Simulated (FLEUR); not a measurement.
# AlN (P6_3mc) in FLEUR: band structure with r2SCAN

Aim: the band structure of AlN with r2SCAN.

Program: FLEUR MaX-R8.1 (later development tree). These are calculated values, not measurements. Logs are shortened: lines on timing, memory, paths and dates and some standing lists are left out, and cuts for length are marked.

**What was measured.**

“Self-assembly of well-separated AlN nanowires directly on sputtered metallic TiN films”, 2019, arxiv:1910.07391 quotes, for a bulk crystal of AlN at 10 K: band gap 6.034 eV (an exciton energy, a little under the gap).

The runs below are set against these values where they give the same quantity.

## Step 1: The structure

Symmetry: P6_3mc, No. 186, hexagonal system. Conventional cell: a = 3.113 Å, b = 3.113 Å, c = 4.981 Å, α = 90.00°, β = 90.00°, γ = 120.00°. Al (site symmetry 3m) is surrounded by 4 N at 1.89 Å. Around N (site symmetry 3m) lie 4 Al at 1.89 Å.

## Step 2: Band structure, r2SCAN

inp.xml reads:

```xml
<?xml version="1.0" encoding="UTF-8" standalone="no"?>
<fleurInput fleurInputVersion="0.39">
   <comment>
      AlN                                                                                                 
   </comment>
   <calculationSetup>
      <cutoffs Kmax="5.54" Gmax="17.2" GmaxXC="17.2" numbands="0"/>
      <scfLoop itmax="80" minDistance="0.0001" maxIterBroyd="30" imix="Anderson" alpha="0.05" precondParam="0.0" spinf="2.0" sdNocoIR="T"/>
      <coreElectrons ctail="F" frcor="F" kcrel="0" coretail_lmax="0"/>
      <xcFunctional name="LibXC" relativisticCorrections="F">
         <LibXCName exchange="mgga_x_r2scan" correlation="mgga_c_r2scan"/>
         <AuxGGA exchange="117" correlation="130"/>
      </xcFunctional>
      <magnetism jspins="1"/>
      <soc l_soc="F" theta="0.0" phi="0.0" spav="F"/>
      <expertModes spex="0" secvar="F"/>
      <geometryOptimization l_f="F" forcealpha="1.0" forcemix="BFGS" epsdisp="0.00001" epsforce="0.00001"/>
      <ldaU l_linMix="F" mixParam="0.05" spinf="1.0"/>
   </calculationSetup>
   <cell>
      <bzIntegration valenceElectrons="32.0" mode="hist" fermiSmearingEnergy="0.00183747">
         <kPointListSelection listName="default-1"/>
         <!-- k-points included here -->
         <xi:include xmlns:xi="http://www.w3.org/2001/XInclude" href="kpts.xml"> </xi:include>
[... 35 lines left out ...]
         </electronConfig>
         <energyParameters s="2" p="2" d="3" f="4"/>
         <lo type="SCLO" l="0" n="2" eDeriv="2"/>
         <lo type="SCLO" l="1" n="2" eDeriv="2"/>
         <lo type="SCLO" l="2" n="3" eDeriv="2"/>
      </species>
   </atomSpecies>
   <atomGroups>
      <atomGroup species="Aluminum (Al)">
         <relPos label="                   1">-1.000/3.000 1.000/3.000 1.000/2.000</relPos>
         <relPos label="                   2">1.000/3.000 -1.000/3.000 .0000000000</relPos>
         <force calculate="T" relaxXYZ="TTT"/>
      </atomGroup>
      <atomGroup species="Nitrogen (N)">
         <relPos label="                   3">-1.000/3.000 1.000/3.000 -3.000/25.000</relPos>
         <relPos label="                   4">1.000/3.000 -1.000/3.000 .3800000000</relPos>
         <force calculate="T" relaxXYZ="TTT"/>
      </atomGroup>
   </atomGroups>
   <output dos="F" band="F" slice="F">
      <checks vchk="F" cdinf="F"/>
      <bandDOS minEnergy="-.5*Htr" maxEnergy="0.5*Htr" sigma="0.015" storeEVData="T"/>
      <vacuumDOS vacdos="F" integ="F" star="F" nstars="0" locx1="0.0" locy1="0.0" locx2="0.0" locy2="0.0" nstm="0" tworkf="0.0"/>
      <unfoldingBand unfoldBand="F" supercellX="1" supercellY="1" supercellZ="1"/>
      <plotting iplot="0" polar="F">
         <plot TwoD="T" vec1="  1.0  0.0  0.0" vec2="  0.0  1.0  0.0" vec3="  0.0  0.0  1.0" zero="  0.0  0.0  0.0" file="plot"/>
      </plotting>
      <chargeDensitySlicing numkpt="0" minEigenval="0.0" maxEigenval="0.0" nnne="0" pallst="F"/>
      <specialOutput eonly="F"/>
      <moessbauerParams electricFieldGradient="T" isomerShift="T" coreHyperfine="T" valenceHyperfine="T"/>
      <magneticCircularDichroism mcd="F" energyLo="-10.0" energyUp="0.0"/>
   </output>
  <!-- We include the file relax.xml here to enable relaxations (see documentation) -->
  <xi:include xmlns:xi="http://www.w3.org/2001/XInclude" href="relax.xml"> <xi:fallback/> </xi:include>
</fleurInput>
```

crystal.txt reads:

```
AlN
&input cartesian=F /
3.1130000000  0.0000000000  0.0000000000
-1.5565000000  2.6959370820  0.0000000000
0.0000000000  0.0000000000  4.9810000000
1.8897261246
1.0 1.0 1.0

4
13 0.6666666666  0.3333333332  0.5000000000
13 0.3333333332  0.6666666666  0.0000000000
7 0.6666666666  0.3333333332  0.8800000000
7 0.3333333332  0.6666666666  0.3800000000

&kpt div1=10 div2=10 div3=6 gamma=T /
```

inp.xml (bands) reads:

```
<?xml version="1.0" encoding="UTF-8" standalone="no"?>
<fleurInput fleurInputVersion="0.39">
   <comment>
      AlN                                                                                                 
   </comment>
   <calculationSetup>
      <cutoffs Kmax="5.54" Gmax="17.2" GmaxXC="17.2" numbands="0"/>
      <scfLoop itmax="80" minDistance="0.0001" maxIterBroyd="30" imix="Anderson" alpha="0.05" precondParam="0.0" spinf="2.0" sdNocoIR="T"/>
      <coreElectrons ctail="F" frcor="F" kcrel="0" coretail_lmax="0"/>
      <xcFunctional name="LibXC" relativisticCorrections="F">
         <LibXCName exchange="mgga_x_r2scan" correlation="mgga_c_r2scan"/>
         <AuxGGA exchange="117" correlation="130"/>
      </xcFunctional>
      <magnetism jspins="1"/>
      <soc l_soc="F" theta="0.0" phi="0.0" spav="F"/>
      <expertModes spex="0" secvar="F"/>
      <geometryOptimization l_f="F" forcealpha="1.0" forcemix="BFGS" epsdisp="0.00001" epsforce="0.00001"/>
      <ldaU l_linMix="F" mixParam="0.05" spinf="1.0"/>
   </calculationSetup>
   <cell>
      <bzIntegration valenceElectrons="32.0" mode="hist" fermiSmearingEnergy="0.00183747">
         <kPointListSelection listName="path-1"/>
         <!-- k-points included here -->
         <xi:include xmlns:xi="http://www.w3.org/2001/XInclude" href="kpts.xml"> </xi:include>
      </bzIntegration>
[... 34 lines left out ...]
         </electronConfig>
         <energyParameters s="2" p="2" d="3" f="4"/>
         <lo type="SCLO" l="0" n="2" eDeriv="2"/>
         <lo type="SCLO" l="1" n="2" eDeriv="2"/>
         <lo type="SCLO" l="2" n="3" eDeriv="2"/>
      </species>
   </atomSpecies>
   <atomGroups>
      <atomGroup species="Aluminum (Al)">
         <relPos label="                   1">-1.000/3.000 1.000/3.000 1.000/2.000</relPos>
         <relPos label="                   2">1.000/3.000 -1.000/3.000 .0000000000</relPos>
         <force calculate="T" relaxXYZ="TTT"/>
      </atomGroup>
      <atomGroup species="Nitrogen (N)">
         <relPos label="                   3">-1.000/3.000 1.000/3.000 -3.000/25.000</relPos>
         <relPos label="                   4">1.000/3.000 -1.000/3.000 .3800000000</relPos>
         <force calculate="T" relaxXYZ="TTT"/>
      </atomGroup>
   </atomGroups>
   <output dos="F" band="T" slice="F">
      <checks vchk="F" cdinf="F"/>
      <bandDOS minEnergy="-.5*Htr" maxEnergy="0.5*Htr" sigma="0.015" storeEVData="T"/>
      <vacuumDOS vacdos="F" integ="F" star="F" nstars="0" locx1="0.0" locy1="0.0" locx2="0.0" locy2="0.0" nstm="0" tworkf="0.0"/>
      <unfoldingBand unfoldBand="F" supercellX="1" supercellY="1" supercellZ="1"/>
      <plotting iplot="0" polar="F">
         <plot TwoD="T" vec1="  1.0  0.0  0.0" vec2="  0.0  1.0  0.0" vec3="  0.0  0.0  1.0" zero="  0.0  0.0  0.0" file="plot"/>
      </plotting>
      <chargeDensitySlicing numkpt="0" minEigenval="0.0" maxEigenval="0.0" nnne="0" pallst="F"/>
      <specialOutput eonly="F"/>
      <moessbauerParams electricFieldGradient="T" isomerShift="T" coreHyperfine="T" valenceHyperfine="T"/>
      <magneticCircularDichroism mcd="F" energyLo="-10.0" energyUp="0.0"/>
   </output>
  <!-- We include the file relax.xml here to enable relaxations (see documentation) -->
  <xi:include xmlns:xi="http://www.w3.org/2001/XInclude" href="relax.xml"> <xi:fallback/> </xi:include>
</fleurInput>
```

Potentials or basis: all-electron, FLAPW.

Run with:

```bash
inpgen -f crystal.txt -profile fastHighL
# inp.xml edited to the form shown
mpirun -n 4 fleur_MPI -pe_per_kpt 1
mpirun -n 4 fleur_MPI -pe_per_kpt 1   # second run, on inp.xml (bands)
```

The program printed:

```text
Welcome to FLEUR        (www.flapw.de)
      MaX-Release 8.1          (www.max-centre.eu)

 func_ids         498         497         498         497
 func_ids         498         497         498         497
 MetaGGA potential functional detected - V_tau will be computed
 Auxiliary Potential for radial basis: exchange=         117  correlation=         130
 func_ids         498         497         498         497
 MetaGGA potential functional detected - V_tau will be computed
 Auxiliary Potential for radial basis: exchange=         117  correlation=         130
 func_ids         498         497         498         497
 MetaGGA potential functional detected - V_tau will be computed
 Auxiliary Potential for radial basis: exchange=         117  correlation=         130
 MetaGGA potential functional detected - V_tau will be computed
 Auxiliary Potential for radial basis: exchange=         117  correlation=         130
The functional 'Re-regularized SCAN exchange by Furness et al' is an exchange functional, it belongs to the 'MGGA' family and is defined in the reference(s):
The functional 'Re-regularized SCAN exchange by Furness et al' is an exchange functional, it belongs to the 'MGGA' family and is defined in the reference(s):
[1] J. W. Furness, A. D. Kaplan, J. Ning, J. P. Perdew, and J. Sun.,  J. Phys. Chem. Lett. 11, 8208-8215 (2020)
The functional 'Re-regularized SCAN exchange by Furness et al' is an exchange functional, it belongs to the 'MGGA' family and is defined in the reference(s):
[... 10 lines left out ...]
[2] J. W. Furness, A. D. Kaplan, J. Ning, J. P. Perdew, and J. Sun.,  J. Phys. Chem. Lett. 11, 9248-9248 (2020)
 Using same functional for VXC and EXC
[1] J. W. Furness, A. D. Kaplan, J. Ning, J. P. Perdew, and J. Sun.,  J. Phys. Chem. Lett. 11, 8208-8215 (2020)
[2] J. W. Furness, A. D. Kaplan, J. Ning, J. P. Perdew, and J. Sun.,  J. Phys. Chem. Lett. 11, 9248-9248 (2020)
The functional 'Re-regularized SCAN correlation by Furness et al' is a correlation functional, it belongs to the 'MGGA' family and is defined in the reference(s):
[1] J. W. Furness, A. D. Kaplan, J. Ning, J. P. Perdew, and J. Sun.,  J. Phys. Chem. Lett. 11, 8208-8215 (2020)
[2] J. W. Furness, A. D. Kaplan, J. Ning, J. P. Perdew, and J. Sun.,  J. Phys. Chem. Lett. 11, 9248-9248 (2020)
 Using same functional for VXC and EXC
[2] J. W. Furness, A. D. Kaplan, J. Ning, J. P. Perdew, and J. Sun.,  J. Phys. Chem. Lett. 11, 9248-9248 (2020)
The functional 'Re-regularized SCAN correlation by Furness et al' is a correlation functional, it belongs to the 'MGGA' family and is defined in the reference(s):
[1] J. W. Furness, A. D. Kaplan, J. Ning, J. P. Perdew, and J. Sun.,  J. Phys. Chem. Lett. 11, 8208-8215 (2020)
[2] J. W. Furness, A. D. Kaplan, J. Ning, J. P. Perdew, and J. Sun.,  J. Phys. Chem. Lett. 11, 9248-9248 (2020)
 Using same functional for VXC and EXC
 Using same functional for VXC and EXC

 ========== k-point set info ==========
 Selected k-point list: default-1
 k-point list type: mesh
 10 x 10 x 6
 Number of k points: 56

 ------------Calculation Setup---------------------------
 Number of MPI-tasks      :            4
 Number of PE/node        :            4
 Number of OMP-threads    :            1
 Using exactly            1  PE per kpt
 Using exactly            1  PE per kpt
 k-points in parallel     :            4
 pe's per k-point         :            1
 No of k-point loops      :           14
 Using exactly            1  PE per kpt
 Using exactly            1  PE per kpt
 Eigenvalue solver        :       lapack
 Number of basis functions:          930
 Approximate size of matrices (H+S) per k-point:         0.026 GB
 --------------------------------------------------------
The functional 'Hammer, Hansen, and Norskov' is an exchange functional, it belongs to the 'GGA' family and is defined in the reference(s):
[1] B. Hammer, L. B. Hansen, and J. K. Nørskov.,  Phys. Rev. B 59, 7413 (1999)
The functional 'Perdew, Burke & Ernzerhof' is a correlation functional, it belongs to the 'GGA' family and is defined in the reference(s):
The functional 'Hammer, Hansen, and Norskov' is an exchange functional, it belongs to the 'GGA' family and is defined in the reference(s):
[1] B. Hammer, L. B. Hansen, and J. K. Nørskov.,  Phys. Rev. B 59, 7413 (1999)
The functional 'Perdew, Burke & Ernzerhof' is a correlation functional, it belongs to the 'GGA' family and is defined in the reference(s):
[1] J. P. Perdew, K. Burke, and M. Ernzerhof.,  Phys. Rev. Lett. 77, 3865 (1996)
[2] J. P. Perdew, K. Burke, and M. Ernzerhof.,  Phys. Rev. Lett. 78, 1396 (1997)
 Using same functional for VXC and EXC
 Using auxiliary GGA potential for the first iteration of MetaGGA calculation.
The functional 'Hammer, Hansen, and Norskov' is an exchange functional, it belongs to the 'GGA' family and is defined in the reference(s):
[1] B. Hammer, L. B. Hansen, and J. K. Nørskov.,  Phys. Rev. B 59, 7413 (1999)
The functional 'Perdew, Burke & Ernzerhof' is a correlation functional, it belongs to the 'GGA' family and is defined in the reference(s):
[1] J. P. Perdew, K. Burke, and M. Ernzerhof.,  Phys. Rev. Lett. 77, 3865 (1996)
[2] J. P. Perdew, K. Burke, and M. Ernzerhof.,  Phys. Rev. Lett. 78, 1396 (1997)
 Using same functional for VXC and EXC
 Using auxiliary GGA potential for the first iteration of MetaGGA calculation.
The functional 'Hammer, Hansen, and Norskov' is an exchange functional, it belongs to the 'GGA' family and is defined in the reference(s):
[1] B. Hammer, L. B. Hansen, and J. K. Nørskov.,  Phys. Rev. B 59, 7413 (1999)
The functional 'Perdew, Burke & Ernzerhof' is a correlation functional, it belongs to the 'GGA' family and is defined in the reference(s):
[1] J. P. Perdew, K. Burke, and M. Ernzerhof.,  Phys. Rev. Lett. 77, 3865 (1996)
[2] J. P. Perdew, K. Burke, and M. Ernzerhof.,  Phys. Rev. Lett. 78, 1396 (1997)
 Using same functional for VXC and EXC
 Using auxiliary GGA potential for the first iteration of MetaGGA calculation.
[1] J. P. Perdew, K. Burke, and M. Ernzerhof.,  Phys. Rev. Lett. 77, 3865 (1996)
[2] J. P. Perdew, K. Burke, and M. Ernzerhof.,  Phys. Rev. Lett. 78, 1396 (1997)
 Using same functional for VXC and EXC
 Using auxiliary GGA potential for the first iteration of MetaGGA calculation.
 Reset of history
 Reset of history
 Iteration:     1   Distance:      29.20533528 me/bohr^3
The functional 'Hammer, Hansen, and Norskov' is an exchange functional, it belongs to the 'GGA' family and is defined in the reference(s):
[1] B. Hammer, L. B. Hansen, and J. K. Nørskov.,  Phys. Rev. B 59, 7413 (1999)
The functional 'Perdew, Burke & Ernzerhof' is a correlation functional, it belongs to the 'GGA' family and is defined in the reference(s):
[1] J. P. Perdew, K. Burke, and M. Ernzerhof.,  Phys. Rev. Lett. 77, 3865 (1996)
[2] J. P. Perdew, K. Burke, and M. Ernzerhof.,  Phys. Rev. Lett. 78, 1396 (1997)
 Using same functional for VXC and EXC
The functional 'Hammer, Hansen, and Norskov' is an exchange functional, it belongs to the 'GGA' family and is defined in the reference(s):
[1] B. Hammer, L. B. Hansen, and J. K. Nørskov.,  Phys. Rev. B 59, 7413 (1999)
The functional 'Perdew, Burke & Ernzerhof' is a correlation functional, it belongs to the 'GGA' family and is defined in the reference(s):
[1] J. P. Perdew, K. Burke, and M. Ernzerhof.,  Phys. Rev. Lett. 77, 3865 (1996)
[2] J. P. Perdew, K. Burke, and M. Ernzerhof.,  Phys. Rev. Lett. 78, 1396 (1997)
 Using same functional for VXC and EXC
The functional 'Hammer, Hansen, and Norskov' is an exchange functional, it belongs to the 'GGA' family and is defined in the reference(s):
[1] B. Hammer, L. B. Hansen, and J. K. Nørskov.,  Phys. Rev. B 59, 7413 (1999)
The functional 'Perdew, Burke & Ernzerhof' is a correlation functional, it belongs to the 'GGA' family and is defined in the reference(s):
[1] J. P. Perdew, K. Burke, and M. Ernzerhof.,  Phys. Rev. Lett. 77, 3865 (1996)
[... 395 lines left out ...]
 Using same functional for VXC and EXC
The functional 'Hammer, Hansen, and Norskov' is an exchange functional, it belongs to the 'GGA' family and is defined in the reference(s):
[1] B. Hammer, L. B. Hansen, and J. K. Nørskov.,  Phys. Rev. B 59, 7413 (1999)
The functional 'Perdew, Burke & Ernzerhof' is a correlation functional, it belongs to the 'GGA' family and is defined in the reference(s):
[1] J. P. Perdew, K. Burke, and M. Ernzerhof.,  Phys. Rev. Lett. 77, 3865 (1996)
[2] J. P. Perdew, K. Burke, and M. Ernzerhof.,  Phys. Rev. Lett. 78, 1396 (1997)
 Using same functional for VXC and EXC
The functional 'Hammer, Hansen, and Norskov' is an exchange functional, it belongs to the 'GGA' family and is defined in the reference(s):
[1] B. Hammer, L. B. Hansen, and J. K. Nørskov.,  Phys. Rev. B 59, 7413 (1999)
The functional 'Perdew, Burke & Ernzerhof' is a correlation functional, it belongs to the 'GGA' family and is defined in the reference(s):
[1] J. P. Perdew, K. Burke, and M. Ernzerhof.,  Phys. Rev. Lett. 77, 3865 (1996)
[2] J. P. Perdew, K. Burke, and M. Ernzerhof.,  Phys. Rev. Lett. 78, 1396 (1997)
 Using same functional for VXC and EXC
 Iteration:    18   Distance:       0.00009125 me/bohr^3

 ********************************************************************
 Run finished successfully
 Stop message:
   all done
 ********************************************************************
```

It took 3.7 min on 4 MPI ranks of Arm Neoverse V2, shared host.

Results:

| Property | Result |
| --- | --- |
| Free energy | -16208.9844 eV |
| Band gap on the k mesh | 4.89 eV, direct |
| Band gap along the path | 4.89 eV, direct |
| Valence electrons inside the program's atomic spheres | Al 8.61; N 3.93 (radii Al 1.77, N 1.54 bohr) |

Levels at the corners of the path, in eV from the valence-band top:
| point | band 14 | band 15 | band 16 | band 17 | band 18 | band 19 |
| --- | --- | --- | --- | --- | --- | --- |
| Γ | -0.19 | -0.19 | 0.00 | 4.89 | 7.50 | 11.58 |
| M | -2.11 | -1.77 | -0.67 | 6.47 | 6.56 | 9.03 |
| K | -2.47 | -2.40 | -2.40 | 5.70 | 9.16 | 10.59 |
| Γ | -0.19 | -0.19 | 0.00 | 4.89 | 7.50 | 11.58 |
| A | -0.53 | -0.53 | -0.53 | 7.21 | 7.21 | 11.30 |
| L | -1.47 | -1.38 | -1.38 | 6.01 | 6.01 | 10.17 |
| H | -3.88 | -0.80 | -0.80 | 8.16 | 8.16 | 8.67 |
| A | -0.53 | -0.53 | -0.53 | 7.21 | 7.21 | 11.30 |
| L | -1.47 | -1.38 | -1.38 | 6.01 | 6.01 | 10.17 |
| M | -2.11 | -1.77 | -0.67 | 6.47 | 6.56 | 9.03 |
| K | -2.47 | -2.40 | -2.40 | 5.70 | 9.16 | 10.59 |
| H | -3.88 | -0.80 | -0.80 | 8.16 | 8.16 | 8.67 |

Core levels (eV from the Fermi level):
```csv
atom,levels
1 Al,1s1/2 -1503.3
2 Al,1s1/2 -1503.3
3 N,1s1/2 -373.6
4 N,1s1/2 -373.6
```

Caveat: the meta-GGA is that of a development version, with a GGA for the radial functions and cores and without core tails.

## Step 3: Comparison with measurements

Step 2. A measured gap of AlN is 6.034 eV (an exciton energy, a little under the gap; 10 K; quoted in “Self-assembly of well-separated AlN nanowires directly on sputtered metallic TiN films”, 2019, arxiv:1910.07391); the calculated 4.89 eV misses it by -1.15 eV. 2 values of this kind are on record (6.034 to 6.0343 eV); this one was drawn at random. The value is that of r2SCAN, without temperature or zero-point motion.
